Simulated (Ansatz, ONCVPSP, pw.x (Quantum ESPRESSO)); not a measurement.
# arsenic: one change to the ONCV potential, in the atom and in the bcc crystal

```
Element                 : As
Generator               : ONCVPSP 4.0.1.1 (patched build)
Type                    : optimised norm-conserving Vanderbilt (ONCV)
Functional              : PBE
Relativity              : scalar-relativistic
Frozen core             : [Ar] 3d10
Valence charge          : 5
Reference configuration : 4s2 4p3
Partial waves           : 4s: rc 1.60 bohr, ncon 3, nbas 7, qcut 5.1 1/bohr, 2 projectors, debl 0.4 Ha; 4p: rc 2.10 bohr, ncon 3, nbas 7, qcut 3.2 1/bohr, 2 projectors, debl 1.4 Ha; d scattering state at 0.28 Ha: rc 2.10 bohr, ncon 3, nbas 7, qcut 4.8 1/bohr, 2 projectors, debl 2.4 Ha
Local potential         : polynomial inside 1.50 bohr (lpopt 3, dvloc0 0 Ha)
Core correction         : Teter function fitted to the true core (icmod 2), fcfact 0.15
```

In the s channel the program set the typed energies aside and used -0.533, 0.250 Ha.

Change: p: qcut 2.1.

Cutoffs, loose and tight: the cutoffs (Ha) at which the residual kinetic energy of the hardest occupied pseudo-wave falls to 1 and 0.1 mHa per electron. They do not see the model core or the augmentation charge, which bear on the density cutoff. Test errors are all-electron minus pseudo excitation energies from the reference, over the configurations 4s2 4p2; 4s2 4p1; 4s2 4p0; 4s1 4p0; variants that change the core or the reference have their own tests.

Crystal test: bcc As in pw.x 7.5, no spin, 14³ k-points, Fermi–Dirac smearing 0.01 Ry, cutoffs set for each file from its atomic test. The reference is all-electron LAPW (Ansatz 0.2.0) with the same functional, mesh and smearing; V0 and B0 come from Birch–Murnaghan fits to the pressures at five volumes. Errors are pseudo minus all-electron; Δ is the rms difference of the E(V) curves that follow from these fits, minima aligned, over ±6 % about the mean V0. Mesh and smearing are coarse, so the numbers serve the comparison and aren't converged zero-temperature values; the lattice is a test structure that the element need not adopt.

All-electron: a0 = 3.365 Å (V0 = 19.05 Å³/atom), B0 = 81.7 GPa.

Does the change bring the crystal closer to the all-electron result?

The mean pressure error goes from -0.21 to -0.38 GPa, so the change moves the solid further from the all-electron pressures.

```csv
quantity,base,changed
outcome (atom),"generated, projector energies reset by the program","generated, projector energies reset by the program"
"cutoff, loose (atom)",10 Ha,10 Ha
"cutoff, tight (atom)",19 Ha,13 Ha
bound ghosts (atom),none,none
largest test error (meV) (atom),-403,-354
cutoffs in pw.x (Ry),50/200,50/200
a0 (Å),3.362,3.360
a0 error (%),-0.08,-0.16
B0 error (%),+0.3,+0.7
Δ (meV/atom),0.9,1.6
mean pressure error (GPa),-0.21,-0.38
```

Base: The cutoffs count occupied waves only; projector 2 of the d channel, the hardest unoccupied one, needs 40 Ha at the loose tolerance. Changed file: The cutoffs count occupied waves only; projector 2 of the d channel, the hardest unoccupied one, needs 40 Ha at the loose tolerance.
